**Q:** I ran tin dioxide with eight ever stricter stopping criteria for the self-consistency cycle. The gap comes out at 0.652 eV every time. May I report it as accurate to a tenth of a millielectronvolt?

OpenMX 3.8.5, LDA with the OpenMX 2013 pseudopotentials and quick basis (Sn7.0-s3p2d1, O6.0-s2p2), for a 6-atom SnO₂ cell with displaced atoms. The sweep value is scf.criterion in Ha; all runs use a 5×5×7 k mesh and 0.05 eV Fermi-Dirac smearing. Energies are free energies, force misses are taken against the tightest run, and gaps are read on the k mesh.

```tsv
sweep value	energy less tightest (meV/atom)	pressure (GPa)	gap (eV)	force miss (eV/Å)	largest force (eV/Å)	scf iterations
1.0e-3	-0.010	10.967	0.65210	0.000	4.423	11
1.0e-4	0.000	10.968	0.65200	0.000	4.424	12
1.0e-5	0.000	10.968	0.65210	0.000	4.423	13
1.0e-6	0.000	10.967	0.65210	0.000	4.423	14
1.0e-7	0.000	10.967	0.65210	0.000	4.423	17
1.0e-8	0.000	10.967	0.65210	0.000	4.423	18
1.0e-9	0.000	10.967	0.65210	0.000	4.423	20
1.0e-10	0.000	10.967	0.65210	0.000	4.423	22
```

**A:** What do you know about the gap of real SnO₂?

**Q:** It is roughly 3.6 eV, as far as I recall. So my value is about 3 eV too low, and no row gives any hint of it.

**A:** No row can, because of what the sweep varies. The cycle guesses an electron density, computes the potential it creates, solves for the orbitals and obtains a new density. It repeats this until input and output agree. The criterion only decides when that agreement is good enough, so the scatter between rows measures how well the equations were solved. Whether they were the right equations is a separate matter.

**Q:** Which part of the equations spoils the gap?

**A:** Theory points first to the local density approximation. When an electron is added across a gap, the exact exchange-correlation potential jumps by a constant, and that jump belongs to the true gap. The orbital gap of the neutral crystal leaves the jump out, and the LDA potential, which changes smoothly, has none to add. That is why LDA gaps usually come out too small. Your cell also has displaced atoms and a small basis, with only one set of d functions on tin, which its 4d shell needs, and none on oxygen. Both can shift the gap. This table can't divide the shortfall among the three, because they are the same in every row. Missed band edges aren't to blame: for a given potential, reading the gap only at the points of the k mesh can make it too large, but not too small.

**Q:** The pressure of 11 GPa and the largest force of 4.4 eV/Å don't move either. Are they errors too?

**A:** They aren't errors of the cycle, since they survive the strictest criterion. A large force is what you should expect when atoms have been pushed off their equilibrium sites and not relaxed. The pressure may also contain a basis error, which this sweep can't reveal. The way to recognise such cases is simple: if a suspicious number stays put while you tighten a setting, its cause lies elsewhere. Change the basis, the functional or the geometry, one at a time, and see which one moves it.

**Q:** Then the criterion at least tells me the error of the cycle itself?

**A:** Not directly. The loosest value, 10⁻³ Ha, is 27 meV for the cell, or 4.5 meV for each of its six atoms. The energy in that row differs from the tightest run by only 0.014 meV/atom (the table rounds it to 0.010), about 320 times less.

**Q:** Why such a gulf?

**A:** The criterion watches the band energy, the sum of the occupied orbital energies, and how much it changes from one step to the next. That sum responds in direct proportion to an error in the density. The total energy also contains corrections for interactions counted twice, and near self-consistency these cancel the proportional part. What remains goes with the square of the density error: make the density ten times better and the energy becomes a hundred times better. Stopping well inside the criterion can add at most a factor of ten here. The run with 10⁻⁴ Ha needed a twelfth step, so at step 11 the band energy was still changing by at least that much, provided both runs followed the same path. Your energies are rounded too coarsely after the first row to test the square law.

**Q:** And the forces? The column of force misses is zero throughout.

**A:** Only because it stops at three decimals. The finer values in the output below start at 0.25 meV/Å and fall with each tightening. Forces generally keep a part proportional to the density error, so they show the progress of the cycle better than the energy does.

**Q:** Can I predict that progress?

**A:** Roughly. Suppose each step leaves a fixed fraction of the density error. After n steps the force error is then a constant times that fraction to the power n, and its logarithm falls on a straight line. A line through the seven looser rows, with the tightest as reference, gives an average reduction by 3.35 per step. From 14 to 18 steps that means 3.35⁴ ≈ 126, so 0.018 meV/Å should shrink to 0.00014. The calculation gives 0.00036, about 2.6 times more, although both rows were part of the fit.

**Q:** Why isn't it closer?

**A:** The steps are uneven. Between 11 and 12 steps the force error hardly changes, while the two steps from 18 to 20 cut it almost a hundredfold. The mixing scheme builds each new density from several earlier ones, so an occasional lucky combination is plausible, though I haven't tested that. Use the factor to estimate cost, never to certify a single run.

**Q:** So which criterion should I choose?

**A:** For this cell the loosest one already meets a bound of 1 meV/atom in energy and 5 meV/Å in force, with ample room. The strictest doubles the steps from 11 to 22 and buys digits that the model can't support in the gap or the pressure. Such digits matter mainly when you take small differences between runs, as for phonons from displaced atoms. Since even the loosest value passes, you haven't found where the bounds break, so don't loosen it further unchecked. Spend the saved time on relaxing the atoms and on testing the basis and the functional. If you repeat this sweep with a better basis, expect another flat column, probably at a different gap.

Numerical output:

```
Criterion and actual deviations:
      row  criterion in meV/atom  energy deviation in meV/atom  force error in meV/angstrom
   1.0e-3                  4.535                        -0.014                       0.2541
   1.0e-4                 0.4535                        -0.001                       0.2521
   1.0e-5                0.04535                             0                      0.06367
   1.0e-6               0.004535                         0.001                      0.01767
   1.0e-7              0.0004535                             0                    0.0005356
   1.0e-8              4.535e-05                             0                    0.0003623
   1.0e-9              4.535e-06                             0                    3.702e-06
  1.0e-10              4.535e-07                             0                            0
fit of lf on 7 rows (fe > 0): constant 2.549 +/- 0.66, coefficient of n -0.525 +/- 0.043; rms 0.298, worst 1.0e-9 0.48, leave-one-out rms 0.506
  rows outside the fit (model, value, miss): 1.0e-10 -9.002, 0, -9
fit of lf on 7 rows (fe > 0): constant -0.5544 +/- 0.69, coefficient of dec -0.7953 +/- 0.11; rms 0.486, worst 1.0e-9 0.719, leave-one-out rms 0.795
  rows outside the fit (model, value, miss): 1.0e-10 -8.508, 0, -8.51
Average factor by which the force error shrinks per step: 3.35
Steps of the tightest run over steps of the loosest: 2
Extra steps per factor of ten in the criterion: 1.571
Criterion per atom over actual energy deviation, loosest row: 323.9
Bound of 1 meV/atom over largest energy deviation: 71.43
Bound of 5 meV/angstrom over largest force error: 19.67
Largest force error in percent of the largest force: 0.005745
Spread of the gap over the sweep in meV: 0.16
Spread of the pressure over the sweep in GPa: 0.0003
Gap short of the rough measured value in eV: 2.948
Gap shortfall over gap spread of the sweep: 18424
```
